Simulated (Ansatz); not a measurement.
## A trial form of Ge

Computed with DFT PBE, scalar-relativistic, plane waves, PAW in Ansatz 0.2.0. Cutoff 420 eV, Gaussian smearing, Γ-centred meshes. Cell and atoms relax first on a coarse mesh and then on a finer one. In between, the cell is made exact in the group found at 0.06 Å. In metals the finer mesh still leaves noise of several meV/atom or more. The steps can't lower the symmetry of their start. No spin polarisation.

The cell of Ge is invented: 4-connected net of one element (Cmme, No. 67). Its size is a rough estimate.

```
CELL_PARAMETERS angstrom
3.33220 -4.08888 0.00000
3.33220 4.08888 0.00000
0.00000 0.00000 4.75808
ATOMIC_POSITIONS crystal
Ge 0.60400 0.39600 0.31018
Ge 0.89600 0.10400 0.31018
Ge 0.39600 0.60400 0.68982
Ge 0.10400 0.89600 0.68982
Ge 0.75000 0.75000 0.00000
Ge 0.25000 0.25000 0.00000
```

Energies count from the standard state of Ge at the same level.

Problem. What does it relax into?

Solution. The symmetry stays Cmme (No. 67). The volume per atom grows by 16.2 %, from 21.6 to 25.1 Å³. The shortest distance goes from 2.38 Å (Ge–Ge) to 2.51 Å (Ge–Ge). The energy falls by about 0.15 eV/atom (the start's value is from the coarse mesh). Conventional cell: a = 7.346 Å, b = 8.802 Å, c = 4.659 Å. Around Ge on a site of symmetry m lie 4 Ge at 2.51–2.58 Å; Ge on a site of symmetry 222 has 4 Ge at 2.51 Å.

```
CELL_PARAMETERS angstrom
3.67322 -4.40093 0.00000
3.67322 4.40093 0.00000
0.00000 0.00000 4.65865
ATOMIC_POSITIONS crystal
Ge 0.60570 0.39430 0.30755
Ge 0.89430 0.10570 0.30755
Ge 0.39430 0.60570 0.69245
Ge 0.10570 0.89430 0.69245
Ge 0.75000 0.75000 0.00000
Ge 0.25000 0.25000 0.00000
```

Problem. How does it come out in energy, and is it a metal?

Solution. The energy over the standard state is +0.23 eV/atom. The gap on the 8×8×8 mesh of the 6-atom cell is 0 eV (a metal).

It lies above the standard state, so it could only be metastable.

The last run used Gaussian smearing of 0.10 eV. A structure relaxed within its symmetry needn't be a true minimum. In all, the 3 runs took 5.3 min on 1 thread of Arm Neoverse V1, with other jobs on the host. Another cell of Ge relaxed alike, in R-3m, lies 220 meV/atom lower, so this cell isn't the stable form at this level.
